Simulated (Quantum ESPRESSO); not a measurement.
# Au (Fm-3m) in Quantum ESPRESSO: notebook

Runs on Au. Level: r2SCAN+rVV10. Tasks: single point, equation of state.

All numbers are computed with Quantum ESPRESSO 7.5; they aren't measurements. Logs are shortened: lines on timing, memory, paths and dates and some standing lists are left out, and cuts for length are marked.

**The experiment to reproduce.**

From “Exploring toroidal anvil profiles for larger sample volumes above 4 Mbar”, 2024, pmc:11102561, for a bulk crystal of Au: bulk modulus 167 GPa.

How close the calculation comes is told below.

## Step 1: Starting point

Symmetry: Fm-3m, No. 225, cubic system. Conventional cell: a = 4.070 Å, b = 4.070 Å, c = 4.070 Å, α = 90.00°, β = 90.00°, γ = 90.00°. Au (site symmetry m-3m) has 12 Au at 2.88 Å as nearest neighbours.

## Step 2: Single point, r2SCAN+rVV10, 15.84 Å³/atom

pw.in

```
&CONTROL
  calculation = 'scf'
  prefix = 'pwscf'
  outdir = './tmp'
  pseudo_dir = './pseudo'
  tprnfor = .true.
  tstress = .true.
  disk_io = 'nowf'
/
&SYSTEM
  ibrav = 0
  nat = 1
  ntyp = 1
  ecutwfc = 70
  nbnd = 16
  input_dft = 'XC-000I-000I-000I-000I-497L-498L-vv10'
  occupations = 'smearing'
  smearing = 'fd'
  degauss = 0.00367493
  nosym = .true.
  nr1 = 32
  nr2 = 32
  nr3 = 32
/
&ELECTRONS
  conv_thr = 1d-08
  electron_maxstep = 120
  mixing_beta = 0.5
/
ATOMIC_SPECIES
Au   196.9666 Au_ONCV_PBE-1.2.upf
CELL_PARAMETERS angstrom
   0.0000000000    1.9934577312    1.9934577312
   1.9934577312    0.0000000000    1.9934577312
   1.9934577312    1.9934577312    0.0000000000
ATOMIC_POSITIONS crystal
Au     0.0000000000    0.0000000000    0.0000000000
K_POINTS automatic
8 8 8 0 0 0
```

Potentials or basis: SG15 PBE 1.2.

Launch:

```console
> OMP_NUM_THREADS=1 mpirun -n 2 pw.x -nk 2 -in pw.in > pw.out
```

pw.out:

```text
This program is part of the open-source Quantum ESPRESSO suite
     for quantum simulation of materials; please cite
         "P. Giannozzi et al., J. Phys.:Condens. Matter 21 395502 (2009);
         "P. Giannozzi et al., J. Phys.:Condens. Matter 29 465901 (2017);
         "P. Giannozzi et al., J. Chem. Phys. 152 154105 (2020);
     in publications or presentations arising from this work. More details at

     IMPORTANT: XC functional enforced from input :
     Exchange-correlation= XC-000I-000I-000I-000I-497L-498L-VV10
                           (   0   0   0   0  26 497 498)
     Any further DFT definition will be discarded
     Please, verify this is what you really want

     K-points division:     npool     =       2
     Subspace diagonalization in iterative solution of the eigenvalue problem:
     a serial algorithm will be used

     G-vector sticks info
     --------------------
     sticks:   dense  smooth     PW     G-vecs:    dense   smooth      PW
     Sum         547     547    187                 8393     8393    1639

     Using Slab Decomposition

     bravais-lattice index     =            0
     lattice parameter (alat)  =       5.3275  a.u.
     unit-cell volume          =     106.9172 (a.u.)^3
     number of atoms/cell      =            1
     number of atomic types    =            1
     number of electrons       =        19.00
     number of Kohn-Sham states=           16
     kinetic-energy cutoff     =      70.0000  Ry
     charge density cutoff     =     280.0000  Ry
     scf convergence threshold =      1.0E-08
     mixing beta               =       0.5000
     number of iterations used =            8  plain     mixing
     Exchange-correlation= XC-000I-000I-000I-000I-497L-498L-VV10
                           (   0   0   0   0  26 497 498)

     celldm(1)=   5.327469  celldm(2)=   0.000000  celldm(3)=   0.000000
     celldm(4)=   0.000000  celldm(5)=   0.000000  celldm(6)=   0.000000

     crystal axes: (cart. coord. in units of alat)
               a(1) = (   0.000000   0.707107   0.707107 )
               a(2) = (   0.707107   0.000000   0.707107 )
               a(3) = (   0.707107   0.707107   0.000000 )

     reciprocal axes: (cart. coord. in units 2 pi/alat)
               b(1) = ( -0.707107  0.707107  0.707107 )
               b(2) = (  0.707107 -0.707107  0.707107 )
               b(3) = (  0.707107  0.707107 -0.707107 )

     PseudoPot. # 1 for Au read from file:
     Au_ONCV_PBE-1.2.upf
     Pseudo is Norm-conserving, Zval = 19.0
     Generated using ONCVPSP code by D. R. Hamann
     Using radial grid of  602 points,  8 beta functions with:
                l(1) =   0
                l(2) =   0
                l(3) =   1
                l(4) =   1
                l(5) =   2
                l(6) =   2
                l(7) =   3
                l(8) =   3

     atomic species   valence    mass     pseudopotential
     Au               19.00   196.96660     Au( 1.00)

     No symmetry found

   Cartesian axes

     site n.     atom                  positions (alat units)
         1        Au     tau(   1) = (   0.0000000   0.0000000   0.0000000  )

     number of k points=   260  Fermi-Dirac smearing, width (Ry)=  0.0037

     Number of k-points >= 100: set verbosity='high' to print them.

     Dense  grid:     8393 G-vectors     FFT dimensions: (  32,  32,  32)

     WARNING: libxc functional with ID  497 depends
      on external parameters: check the user_guide of
      QE if you need to modify them or to check their
      default values.

     WARNING: libxc functional with ID  498 depends
      on external parameters: check the user_guide of
      QE if you need to modify them or to check their
      default values.

     Initial potential from superposition of free atoms

     starting charge      18.9775, renormalised to      19.0000

Carrying out rVV10 run using the following parameters:
Nqs =      20    Nr_points =    1024   r_max =   100.000
b_value = 15.70000    beta =  0.00229
     q_mesh =  0.00010000  0.00030000  0.00058939  0.00100810
               0.00161396  0.00249058  0.00375900  0.00559430
               0.00824984  0.01209221  0.01765183  0.02569619
               0.03733578  0.05417739  0.07854596  0.11380545
               0.16482331  0.23864234  0.34545298  0.50000000

Gradients computed in Reciprocal space

     Starting wfcs are random

     Self-consistent Calculation

     iteration #  1     ecut=    70.00 Ry     beta= 0.50
     Davidson diagonalization with overlap
     ethr =  1.00E-02,  avg # of iterations =  7.8

     total energy              =    -274.66274592 Ry
     estimated scf accuracy    <      12.93572995 Ry

     iteration #  2     ecut=    70.00 Ry     beta= 0.50
     Davidson diagonalization with overlap
     ethr =  1.00E-02,  avg # of iterations =  1.0

     total energy              =    -274.70338652 Ry
     estimated scf accuracy    <       3.25856626 Ry

     iteration #  3     ecut=    70.00 Ry     beta= 0.50
     Davidson diagonalization with overlap
     ethr =  1.00E-02,  avg # of iterations =  1.0

     total energy              =    -274.70410840 Ry
     estimated scf accuracy    <       0.00068721 Ry

     iteration #  4     ecut=    70.00 Ry     beta= 0.50
     Davidson diagonalization with overlap
     ethr =  3.62E-06,  avg # of iterations =  5.5

     total energy              =    -274.70414232 Ry
     estimated scf accuracy    <       0.00017310 Ry

     iteration #  5     ecut=    70.00 Ry     beta= 0.50
     Davidson diagonalization with overlap
     ethr =  9.11E-07,  avg # of iterations =  1.0

     total energy              =    -274.70414427 Ry
     estimated scf accuracy    <       0.00001713 Ry

     iteration #  6     ecut=    70.00 Ry     beta= 0.50
     Davidson diagonalization with overlap
     ethr =  9.02E-08,  avg # of iterations =  1.0

     total energy              =    -274.70414444 Ry
     estimated scf accuracy    <       0.00000006 Ry

     iteration #  7     ecut=    70.00 Ry     beta= 0.50
     Davidson diagonalization with overlap
     ethr =  2.94E-10,  avg # of iterations =  2.4

     total energy              =    -274.70414446 Ry
     estimated scf accuracy    <       0.00000010 Ry

     iteration #  8     ecut=    70.00 Ry     beta= 0.50
     Davidson diagonalization with overlap
     ethr =  2.94E-10,  avg # of iterations =  1.0

     End of self-consistent calculation

     Number of k-points >= 100: set verbosity='high' to print the bands.

     the Fermi energy is    22.5690 ev

!    total energy              =    -274.70414446 Ry
     estimated scf accuracy    <          7.2E-10 Ry
     smearing contrib. (-TS)   =      -0.00034794 Ry
     internal energy E=F+TS    =    -274.70379652 Ry

     The total energy is F=E-TS. E is the sum of the following terms:
     one-electron contribution =     -79.72755376 Ry
     hartree contribution      =      50.18904719 Ry
     xc contribution           =     -25.48171709 Ry
     ewald contribution        =    -219.68357285 Ry

     convergence has been achieved in   8 iterations

     Forces acting on atoms (cartesian axes, Ry/au):

     atom    1 type  1   force =     0.00000000    0.00000000    0.00000000

     Total force =     0.000000     Total SCF correction =     0.000006

     Computing stress (Cartesian axis) and pressure

          total   stress  (Ry/bohr**3)                   (kbar)     P=      199.91
   0.00135894  -0.00000001  -0.00000000          199.91       -0.00       -0.00
  -0.00000001   0.00135894  -0.00000000           -0.00      199.91       -0.00
  -0.00000000  -0.00000000   0.00135894           -0.00       -0.00      199.91

=------------------------------------------------------------------------------=
   JOB DONE.
=------------------------------------------------------------------------------=
```

It took 71 s on 2 MPI ranks of Arm Neoverse V2, shared host; peak memory 0.22 GiB.

What came out:

- Free energy: -3737.5403 eV
- Pressure: 20.0 GPa
- Band gap on the k mesh: none (metal or under the smearing width)

Caveat: the k mesh is coarse; the potentials were made for another functional, which shifts forces and pressure; rVV10's parameter b was fitted to another functional; pairwise dispersion overbinds metals, which lowers pressure and volume.

## Step 3: Single point, r2SCAN+rVV10, 16.18 Å³/atom

Changes to pw.in since step 2:

```diff
@@ -32,5 +32,5 @@
 CELL_PARAMETERS angstrom
-   0.0000000000    1.9934577312    1.9934577312
-   1.9934577312    0.0000000000    1.9934577312
-   1.9934577312    1.9934577312    0.0000000000
+   0.0000000000    2.0074966285    2.0074966285
+   2.0074966285    0.0000000000    2.0074966285
+   2.0074966285    2.0074966285    0.0000000000
 ATOMIC_POSITIONS crystal
```

Potentials or basis: SG15 PBE 1.2.

Launch:

```console
> OMP_NUM_THREADS=1 mpirun -n 2 pw.x -nk 2 -in pw.in > pw.out
```

It took 64 s on 2 MPI ranks of Arm Neoverse V2, shared host; peak memory 0.22 GiB.

It converged, with:

- Free energy: -3737.5768 eV
- Pressure: 14.6 GPa
- Band gap on the k mesh: none (metal or under the smearing width)

Caveat: the k mesh is coarse; the potentials were made for another functional, which shifts forces and pressure; rVV10's parameter b was fitted to another functional; pairwise dispersion overbinds metals, which lowers pressure and volume.

## Step 4: Single point, r2SCAN+rVV10, 16.52 Å³/atom

Changes to pw.in since step 3:

```diff
@@ -32,5 +32,5 @@
 CELL_PARAMETERS angstrom
-   0.0000000000    2.0074966285    2.0074966285
-   2.0074966285    0.0000000000    2.0074966285
-   2.0074966285    2.0074966285    0.0000000000
+   0.0000000000    2.0213418704    2.0213418704
+   2.0213418704    0.0000000000    2.0213418704
+   2.0213418704    2.0213418704    0.0000000000
 ATOMIC_POSITIONS crystal
```

Launch:

```console
> OMP_NUM_THREADS=1 mpirun -n 2 pw.x -nk 2 -in pw.in > pw.out
```

It took 64 s on 2 MPI ranks of Arm Neoverse V2, shared host; peak memory 0.22 GiB.

Results (log left out):

```
Free energy            : -3737.6025 eV
Pressure               : 9.8 GPa
Band gap on the k mesh : none (metal or under the smearing width)
```

Caveat: the k mesh is coarse; the potentials were made for another functional, which shifts forces and pressure; rVV10's parameter b was fitted to another functional; pairwise dispersion overbinds metals, which lowers pressure and volume.

## Step 5: Single point, r2SCAN+rVV10, 16.85 Å³/atom

Changes to pw.in since step 4:

```diff
@@ -32,5 +32,5 @@
 CELL_PARAMETERS angstrom
-   0.0000000000    2.0213418704    2.0213418704
-   2.0213418704    0.0000000000    2.0213418704
-   2.0213418704    2.0213418704    0.0000000000
+   0.0000000000    2.0350000000    2.0350000000
+   2.0350000000    0.0000000000    2.0350000000
+   2.0350000000    2.0350000000    0.0000000000
 ATOMIC_POSITIONS crystal
```

Launch:

```console
> OMP_NUM_THREADS=1 mpirun -n 2 pw.x -nk 2 -in pw.in > pw.out
```

Run time: 64 s. Hardware: 2 MPI ranks of Arm Neoverse V2, shared host; peak memory 0.22 GiB.

It converged, with:

```
Free energy            : -3737.6189 eV
Pressure               : 5.6 GPa
Band gap on the k mesh : none (metal or under the smearing width)
```

Caveat: the k mesh is coarse; the potentials were made for another functional, which shifts forces and pressure; rVV10's parameter b was fitted to another functional; pairwise dispersion overbinds metals, which lowers pressure and volume.

## Step 6: Single point, r2SCAN+rVV10, 17.19 Å³/atom

Changes to pw.in since step 5:

```diff
@@ -32,5 +32,5 @@
 CELL_PARAMETERS angstrom
-   0.0000000000    2.0350000000    2.0350000000
-   2.0350000000    0.0000000000    2.0350000000
-   2.0350000000    2.0350000000    0.0000000000
+   0.0000000000    2.0484772140    2.0484772140
+   2.0484772140    0.0000000000    2.0484772140
+   2.0484772140    2.0484772140    0.0000000000
 ATOMIC_POSITIONS crystal
```

Potentials or basis: SG15 PBE 1.2.

Launch:

```console
> OMP_NUM_THREADS=1 mpirun -n 2 pw.x -nk 2 -in pw.in > pw.out
```

It took 65 s on 2 MPI ranks of Arm Neoverse V2, shared host; peak memory 0.22 GiB.

Results (log left out):

```
Free energy            : -3737.6270 eV
Pressure               : 1.9 GPa
Band gap on the k mesh : none (metal or under the smearing width)
```

Caveat: the k mesh is coarse; the potentials were made for another functional, which shifts forces and pressure; rVV10's parameter b was fitted to another functional; pairwise dispersion overbinds metals, which lowers pressure and volume.

## Step 7: Single point, r2SCAN+rVV10, 17.53 Å³/atom

Changes to pw.in since step 6:

```diff
@@ -32,5 +32,5 @@
 CELL_PARAMETERS angstrom
-   0.0000000000    2.0484772140    2.0484772140
-   2.0484772140    0.0000000000    2.0484772140
-   2.0484772140    2.0484772140    0.0000000000
+   0.0000000000    2.0617793868    2.0617793868
+   2.0617793868    0.0000000000    2.0617793868
+   2.0617793868    2.0617793868    0.0000000000
 ATOMIC_POSITIONS crystal
```

Launch:

```console
> OMP_NUM_THREADS=1 mpirun -n 2 pw.x -nk 2 -in pw.in > pw.out
```

Wall time 66 s (2 MPI ranks of Arm Neoverse V2, shared host); peak memory 0.22 GiB.

Results (log left out):

| Quantity | Value |
| --- | --- |
| Free energy | -3737.6278 eV |
| Pressure | -1.3 GPa |
| Band gap on the k mesh | none (metal or under the smearing width) |

Caveat: the k mesh is coarse; the potentials were made for another functional, which shifts forces and pressure; rVV10's parameter b was fitted to another functional; pairwise dispersion overbinds metals, which lowers pressure and volume.

## Step 8: Single point, r2SCAN+rVV10, 17.87 Å³/atom

Changes to pw.in since step 7:

```diff
@@ -32,5 +32,5 @@
 CELL_PARAMETERS angstrom
-   0.0000000000    2.0617793868    2.0617793868
-   2.0617793868    0.0000000000    2.0617793868
-   2.0617793868    2.0617793868    0.0000000000
+   0.0000000000    2.0749120936    2.0749120936
+   2.0749120936    0.0000000000    2.0749120936
+   2.0749120936    2.0749120936    0.0000000000
 ATOMIC_POSITIONS crystal
```

Launch:

```console
> OMP_NUM_THREADS=1 mpirun -n 2 pw.x -nk 2 -in pw.in > pw.out
```

Wall time 65 s (2 MPI ranks of Arm Neoverse V2, shared host); peak memory 0.24 GiB.

It converged, with:

```
Free energy            : -3737.6223 eV
Pressure               : -4.1 GPa
Band gap on the k mesh : none (metal or under the smearing width)
```

Caveat: the k mesh is coarse; the potentials were made for another functional, which shifts forces and pressure; rVV10's parameter b was fitted to another functional; pairwise dispersion overbinds metals, which lowers pressure and volume.

## Step 9: Equation of state, r2SCAN+rVV10

Potentials or basis: SG15 PBE 1.2.

No new run: the results of the series are fitted here.

Results:

```yaml
Equilibrium_volume: 17.40 Å³/atom
Bulk_modulus: 164 GPa
Pressure_derivative_of_the_bulk_modulus: 5.8
```

Energy against volume, from the lowest point:
| volume (Å³/atom) | energy (meV/atom) |
| --- | --- |
| 15.843 | 87.55 |
| 16.181 | 51.08 |
| 16.518 | 25.31 |
| 16.855 | 8.95 |
| 17.192 | 0.85 |
| 17.529 | 0.00 |
| 17.866 | 5.51 |

Caveat: the k mesh is coarse; the potentials were made for another functional, which shifts forces and pressure; rVV10's parameter b was fitted to another functional. Spin-orbit coupling is left out, which matters for the levels of Au.

## Step 10: Against experiment

Step 9. Against the measured bulk modulus of Au, 167 GPa (quoted in “Exploring toroidal anvil profiles for larger sample volumes above 4 Mbar”, 2024, pmc:11102561), the calculated 164 GPa is off by -1.9 %. The fit is for a static lattice scaled at fixed shape and fixed fractional positions.
